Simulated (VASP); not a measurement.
# BN (F-43m) in VASP: notebook

Runs on BN. Level: PBEsol+D3(BJ). Tasks: single point.

Everything below comes from runs of VASP 6.6.1. Logs are shortened: lines on timing, memory, paths and dates and some standing lists are left out, and cuts for length are marked.

**The experiment to reproduce.**

A printed reference work, monograph reports, for a bulk crystal of BN at 300 K: band gap 6.4 eV (indirect).

The runs below are set against these values where they give the same quantity.

**1. The cell of the first run**

The structure is cubic, space group F-43m (No. 216). Conventional cell: a = 3.559 Å, b = 3.559 Å, c = 3.559 Å, α = 90.00°, β = 90.00°, γ = 90.00°. B (site symmetry -43m) has 4 N at 1.54 Å within 2.1 Å. N (site symmetry -43m) has 4 B at 1.54 Å within 2.1 Å.

**2. Single point, PBEsol+D3(BJ)**

The input, INCAR:

```
SYSTEM = BN
  ALGO = Normal
  EDIFF = 1E-6
  ENCUT = 600
  GGA = PS
  GGA_COMPAT = .FALSE.
  ISIF = 2
  ISMEAR = 0
  IVDW = 12
  LASPH = .TRUE.
  LCHARG = .FALSE.
  LREAL = .FALSE.
  LWAVE = .FALSE.
  NBANDS = 11
  NELM = 120
  PREC = Accurate
  SIGMA = 0.05
```

The input, KPOINTS:

```
k-points
0
G
  12 12 12
  0 0 0
```

The input, POSCAR:

```
BN
1.0
    0.0000000000      1.7792763335      1.7792763335
    1.7792763335      0.0000000000      1.7792763335
    1.7792763335      1.7792763335      0.0000000000
B N
1 1
Direct
    0.0000000000      0.0000000000      0.0000000000
    0.7500000000      0.7500000000      0.7500000000
```

Potentials or basis: VASP PAW PBE potentials, release 64 (B, N).

The run is started by

```bash
> cat potpaw_PBE.64/B/POTCAR potpaw_PBE.64/N/POTCAR > POTCAR
> mpirun -np 1 vasp_std > vasp.out
```

OUTCAR:

```text
SYSTEM = BN
   EDIFF = 1E-6
   ENCUT = 600
   GGA = PS
   ISIF = 2
   ISMEAR = 0
   IVDW = 12
   LASPH = .TRUE.
   LREAL = .FALSE.
   NELM = 120
   PREC = Accurate
 IVDW          = 12

 ion  position               nearest neighbor table
   1  0.000  0.000  0.000-   2 1.54   2 1.54   2 1.54   2 1.54
   2  0.750  0.750  0.750-   1 1.54   1 1.54   1 1.54   1 1.54

  LATTYP: Found a face centered cubic cell.
 ALAT       =     3.5585526670

  Lattice vectors:

 A1 = (   0.0000000000,   1.7792763335,   1.7792763335)
 A2 = (   1.7792763335,   0.0000000000,   1.7792763335)
 A3 = (   1.7792763335,   1.7792763335,   0.0000000000)

Analysis of symmetry for initial positions (statically):
=====================================================================
 Subroutine PRICEL returns:
 Original cell was already a primitive cell.

 Routine SETGRP: Setting up the symmetry group for a
 face centered cubic supercell.

 Subroutine GETGRP returns: Found 24 space group operations
 (whereof 24 operations were pure point group operations)
 out of a pool of 48 trial point group operations.

The static configuration has the point symmetry T_d .

Analysis of symmetry for dynamics (positions and initial velocities):
=====================================================================
 Subroutine PRICEL returns:
 Original cell was already a primitive cell.

 Routine SETGRP: Setting up the symmetry group for a
 face centered cubic supercell.

 Subroutine GETGRP returns: Found 24 space group operations
 (whereof 24 operations were pure point group operations)
 out of a pool of 48 trial point group operations.

The dynamic configuration has the point symmetry T_d .

 Subroutine INISYM returns: Found 24 space group operations
 (whereof 24 operations are pure point group operations),
 and found     1 'primitive' translations

----------------------------------------------------------------------------------------

                                     Primitive cell

  volume of cell :      11.2658

  direct lattice vectors                    reciprocal lattice vectors
     0.000000000  1.779276333  1.779276333    -0.281013123  0.281013123  0.281013123
     1.779276333  0.000000000  1.779276333     0.281013123 -0.281013123  0.281013123
     1.779276333  1.779276333  0.000000000     0.281013123  0.281013123 -0.281013123

  length of vectors
     2.516276722  2.516276722  2.516276722     0.486729007  0.486729007  0.486729007

[... 86 lines left out ...]
   ISIF   =      2    stress and relaxation
   ISYM   =      2    0-nonsym 1-usesym 2-fastsym
   POTIM  = 0.5000    time-step for ionic-motion
   TEBEG  =    0.0;   TEEND  =   0.0 temperature during run
   PSTRESS=    0.0 pullay stress
   NELECT =       8.0000    total number of electrons
   NUPDOWN=      -1.0000    fix difference up-down
   EMIN   =  10.00;   EMAX   =-10.00  energy-range for DOS
   EFERMI =   0.00;   METHOD = LEGACY
   ISMEAR =     0;   SIGMA  =   0.05  broadening in eV -4-tet -1-fermi 0-gaus
   EFERMI_NEDOS =   21; number of points for ismear=-14 and -15
   IALGO  =     38    algorithm
   IMIX   =      4    mixing-type and parameters
     AMIX     =   0.40;   BMIX     =  1.00
     AMIX_MAG =   1.60;   BMIX_MAG =  1.00
  volume/ion in A,a.u.               =       5.63        38.01
  Fermi-wavevector in a.u.,A,eV,Ry     =   1.460556  2.760050 29.024256  2.133223
  Thomas-Fermi vector in A             =   2.576991
   LORBIT       =      0    0 simple, 1 ext, 2 COOP (PROOUT), +10 PAW based schemes
   GGA     = PS    functional components
   LHFCALC =     F    Hartree Fock is set to
   AEXX    =    0.0000 exact exchange contribution
   IVDW    =    12    specifies the selected vdW correction
   LEPSILON=     F    determine dielectric tensor
   LRPA    =     F    only Hartree local field effects (RPA)
 non-spin polarized calculation
 Gauss-broadening in eV      SIGMA  =   0.05
  energy-cutoff  :      600.00
  volume of cell :       11.27
 maximum number of plane-waves:       388
   NGX =  9   NGY =  9   NGZ =  9

 number of electron       7.9999998 magnetization

 Free energy of the ion-electron system (eV)
  ---------------------------------------------------
  ext. energy  EPLUGINS =         0.00000000
  ---------------------------------------------------
  free energy    TOTEN  =       -18.32561381 eV

  energy without entropy =      -18.32561381  energy(sigma->0) =      -18.32561381

 E-fermi :   8.1764     XC(G=0): -13.2483

 val. band max:        7.9559455806   @ k =   0.0000   0.0000   0.0000
 cond. band min:      12.2799901944   @ k =   0.5000   0.5000   0.0000
 fundamental gap:      4.3240446138
 Fermi energy:         8.1763609626

 k-point     1 :       0.0000    0.0000    0.0000
  band No.  band energies     occupation
      1     -12.8459      2.00000
      2       7.9559      2.00000
      3       7.9559      2.00000
      4       7.9559      2.00000
      5      16.9390      0.00000
      6      16.9390      0.00000
      7      16.9390      0.00000
      8      18.9965      0.00000
      9      33.3607      0.00000
     10      36.2307      0.00000
     11      36.2307      0.00000
[... 309 lines left out ...]
 k-point    24 :      -0.4167    0.1667    0.0000
  band No.  band energies     occupation
      1      -7.9673      2.00000
      2      -2.5396      2.00000
      3       3.6456      2.00000
      4       5.2463      2.00000
      5      17.3666      0.00000
      6      20.4821      0.00000
      7      20.6899      0.00000
      8      24.1743      0.00000
      9      29.4007      0.00000
     10      33.7370      0.00000
     11      35.4815      0.00000

 [... further k-points ...]

------------------------ aborting loop because EDIFF is reached ----------------------------------------

 Edisp (eV)   -0.30200

 E8    (eV) :    -0.1497

  FORCE on cell =-STRESS in cart. coord.  units (eV):
  Direction    XX          YY          ZZ          XY          YZ          ZX
  --------------------------------------------------------------------------------------
  -------------------------------------------------------------------------------------
  Total       0.87666     0.87666     0.87666    -0.00000    -0.00000    -0.00000
  in kB     124.67496   124.67496   124.67496    -0.00000    -0.00000    -0.00000
  external pressure =      124.67 kB  Pullay stress =        0.00 kB

 VOLUME and BASIS-vectors are now :
 -----------------------------------------------------------------------------
  energy-cutoff  :      600.00
  volume of cell :       11.27
      direct lattice vectors                 reciprocal lattice vectors
     0.000000000  1.779276333  1.779276333    -0.281013123  0.281013123  0.281013123
     1.779276333  0.000000000  1.779276333     0.281013123 -0.281013123  0.281013123
     1.779276333  1.779276333  0.000000000     0.281013123  0.281013123 -0.281013123

 POSITION                                       TOTAL-FORCE (eV/Angst)
 -----------------------------------------------------------------------------------
      0.00000      0.00000      0.00000        -0.000000     -0.000000     -0.000000
      2.66891      2.66891      2.66891         0.000000      0.000000      0.000000
 -----------------------------------------------------------------------------------
    total drift:                               -0.000000     -0.000000     -0.000000

  FREE ENERGIE OF THE ION-ELECTRON SYSTEM (eV)
  ---------------------------------------------------
  free  energy   TOTEN  =       -18.6276178621 eV

  energy  without entropy=      -18.6276178621  energy(sigma->0) =      -18.62761786
```

stdout:

```text
POSCAR found type information on POSCAR B N
 POSCAR found :  2 types and       2 ions
 scaLAPACK will be used
 -----------------------------------------------------------------------------
|                                                                             |
|                                                                             |
|     You enforced a specific xc type in the INCAR file but a different       |
|     I HOPE YOU KNOW WHAT YOU ARE DOING!                                     |
|                                                                             |
 -----------------------------------------------------------------------------

 LDA part: xc-table for (Slater+PW92), standard interpolation
 POSCAR, INCAR and KPOINTS ok, starting setup
 FFT: planning ... GRIDC
 FFT: planning ... GRID_SOFT
 FFT: planning ... GRID
 WAVECAR not read
 entering main loop
```

Run time: 5 s. Hardware: 1 thread of Intel Xeon 6975P-C (Granite Rapids), shared host; peak memory 0.13 GiB.

What came out:

| Quantity | Value |
| --- | --- |
| Free energy | -18.6276 eV |
| Pressure | 12.5 GPa |
| Band gap on the k mesh | 4.32 eV, indirect (least direct gap 8.98 eV) |
| Dispersion energy per atom | -0.151 eV |

Levels at points of the mesh, in eV from the valence-band top:
```
           k point  band 2  band 3  band 4  band 5  band 6  band 7
(0.00, 0.00, 0.00)    0.00    0.00    0.00    8.98    8.98    8.98
(0.50, 0.00, 0.00)  -11.22   -2.04   -2.04   10.71   10.88   10.88
(0.50, 0.50, 0.00)   -9.28   -5.18   -5.18    4.32    9.35   18.61
```

Caveat: the PAW data sets were made with another functional, which shifts forces and pressure a little. A k mesh can miss the band edges.

**3. Single point, PBEsol+D3(BJ)**

This run uses another cell than the first one, of 5.80 Å³/atom, 1.029 times its volume.

The input, INCAR:

```
  PREC = Accurate
  ENCUT = 600
  EDIFF = 1E-6
  ISMEAR = 0
  SIGMA = 0.05
  LREAL = False
  LASPH = True
  NELM = 120
  ALGO = Normal
  ISIF = 2
  LWAVE = False
  LCHARG = True
  GGA = PS
  IVDW = 12
  LELF = True
  LVHAR = True
  NBANDS = 11
  GGA_COMPAT = False
```

The input, KPOINTS:

```
regular mesh
0
Gamma
  12 12 12
```

The input, POSCAR:

```
BN
1.0
    0.0000000000      1.7964086869      1.7964086869
    1.7964086869      0.0000000000      1.7964086869
    1.7964086869      1.7964086869      0.0000000000
B N
1 1
Direct
    0.0000000000      0.0000000000      0.0000000000
    0.7500000000      0.7500000000      0.7500000000
```

Potentials or basis: VASP PAW PBE potentials, release 64 (B, N).

The run is started by

```bash
> cat potpaw_PBE.64/B/POTCAR potpaw_PBE.64/N/POTCAR > POTCAR
> mpirun -np 1 vasp_std > vasp.out
```

Wall time 5.2 s (1 thread of Intel Xeon 6975P-C (Granite Rapids), shared host); peak memory 0.13 GiB.

The run converged. Its results:

| Property | Result |
| --- | --- |
| Free energy | -18.6417 eV |
| Pressure | 0.5 GPa |
| Band gap on the k mesh | 4.30 eV, indirect (least direct gap 8.85 eV) |
| Dispersion energy per atom | -0.147 eV |

Levels at points of the mesh, in eV from the valence-band top:
```tsv
k point	band 2	band 3	band 4	band 5	band 6	band 7
(0.00, 0.00, 0.00)	0.00	0.00	0.00	8.85	8.85	8.85
(0.50, 0.00, 0.00)	-10.95	-1.98	-1.98	10.33	10.72	10.72
(0.50, 0.50, 0.00)	-9.09	-5.03	-5.03	4.30	9.19	18.16
```

Caveat: the PAW data sets were made with another functional, which shifts forces and pressure a little.

**4. Comparison with measurements**

Step 3. A measured gap of BN is 6.4 eV (indirect; 300 K; a printed reference work, monograph); the calculated 4.30 eV misses it by -2.10 eV. The value is that of PBEsol+D3(BJ) on a finite k mesh, which can miss the band edges, without temperature or zero-point motion. Semilocal functionals fall short of measured gaps as a rule.
